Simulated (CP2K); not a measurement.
CaF2 (Fluorite): equation of state with PBEsol

CaF2 (Fluorite):

```
Ca F
1.0
     3.86222    0.00000    0.00000
     1.93111    3.34478    0.00000
     1.93111    1.11493    3.15349
Ca F
1 2
Cartesian
  0.0000 0.0000 0.0000
  5.7933 3.3448 2.3651
  1.9311 1.1149 0.7884
```

```json
{
 "Program": "CP2K 2026.2",
 "Task": "equation of state",
 "Functional": "PBEsol",
 "Potentials or basis": "POTENTIAL_UZH Ca GTH-PBE-q10, F GTH-PBE-q7; TZVP-MOLOPT-PBE-GTH basis",
 "Density cutoff": "10204 eV",
 "k mesh": "8 × 8 × 8",
 "Occupations": "fermi-dirac, width 0.01 eV",
 "Spin": "no spin polarisation",
 "SCF solver": "diagonalisation with k points",
 "Quickstep method": "GPW",
 "EPS_DEFAULT": "1.0E-9",
 "EPS_SCF": "1.0E-6",
 "MAX_SCF": "100",
 "SCF_GUESS": "ATOMIC",
 "k points reduced by the point group": "yes",
 "Mesh centred on Gamma": "yes",
 "CHOLESKY": "OFF",
 "EPS_EIGVAL": "1.0E-7",
 "MIXING METHOD": "BROYDEN_MIXING",
 "MIXING ALPHA": "0.4",
 "NBUFFER": "8",
 "NGRIDS": "5",
 "Basis sets": "Ca TZVP-MOLOPT-PBE-GTH-q10, F TZVP-MOLOPT-PBE-GTH-q7",
 "Potentials": "Ca GTH-PBE-q10 of POTENTIAL_UZH, F GTH-PBE-q7 of POTENTIAL_UZH",
 "ADDED_MOS": "[12]",
 "REL_CUTOFF (Ry)": "60 Ry",
 "MIXING BETA (1/bohr)": "1.5 1/bohr",
 "CUTOFF of the grids": "750 Ry"
}
```

The equilibrium volume is 13.45 Å³/atom. The bulk modulus is 87 GPa and the pressure derivative of the bulk modulus is 6.8 (rough: it moves with the points fitted).

Energy against volume, from the lowest point:
```tsv
volume (Å³/atom)	energy (meV/atom)
12.764	10.78
13.036	3.87
13.308	0.40
13.579	0.00
13.851	3.25
14.122	8.08
14.394	15.10
```

All runs of the series together: 2.3 min on 2 threads of Arm Neoverse V1, with other jobs on the host.

Caveat: the potentials were made for another functional, which shifts forces and pressure; the basis of atomic orbitals isn't converged, which shifts pressures, moduli and gaps.
